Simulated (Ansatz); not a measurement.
MgO: moving Mg off its site

MgO, Fm-3m, a = 4.214 Å. Ansatz: PBEsol, PAW, 420 eV, Γ-centred 10×10×10 mesh on 2 atoms, Gaussian smearing 0.05 eV; no spin polarisation.

```xyz
2
Lattice="0.0000 2.1071 2.1071 2.1071 0.0000 2.1071 2.1071 2.1071 0.0000" Properties=species:S:1:pos:R:3 pbc="T T T"
Mg    0.0000    0.0000    0.0000
O     2.1071    2.1071    2.1071
```

Atom 1 (Mg) moves by x along the unit vector (0.000, 1.000, 0.000), with its periodic images; all else is held. y is the free energy of the cell over the start, F the force along the path summed over the moved atoms. Symmetry makes y even in x.

| x (Å) | y (meV) | F (eV/Å) |
| --- | --- | --- |
| -0.200 | ? | ? |
| -0.100 | 27.6 | 0.57 |
| 0.000 | 0.0 | 0.00 |
| 0.025 | 1.7 | -0.13 |
| 0.050 | 6.7 | -0.27 |
| 0.075 | 15.3 | -0.42 |
| 0.125 | 44.0 | -0.74 |
| 0.150 | 64.8 | -0.93 |
| 0.175 | 90.7 | -1.14 |

Task: Fit y = c2 x² + c4 x⁴ to the energies of the other rows, give the force constant, and predict energy and force of the missing row.

Result: Least squares on the rows shown. y = 2662 x² + 9765 x⁴. The force constant is 2 c2 = 5.32 eV/Å² (for all images moving together, not for a lone atom). With two atoms in a cubic cell this is the optical mode at Γ without the LO field: ω = 521.5 √(2 c2/μ) = 387 cm⁻¹ for μ = 9.65 u. The force −dy/dx at the missing row is 1.38 eV/Å (computed 1.38). At x = -0.200 the fit asked for gives 122.1 meV. The run gave 122.2 meV, so the fit is 0.1 meV too low, a small miss on the scale of the series.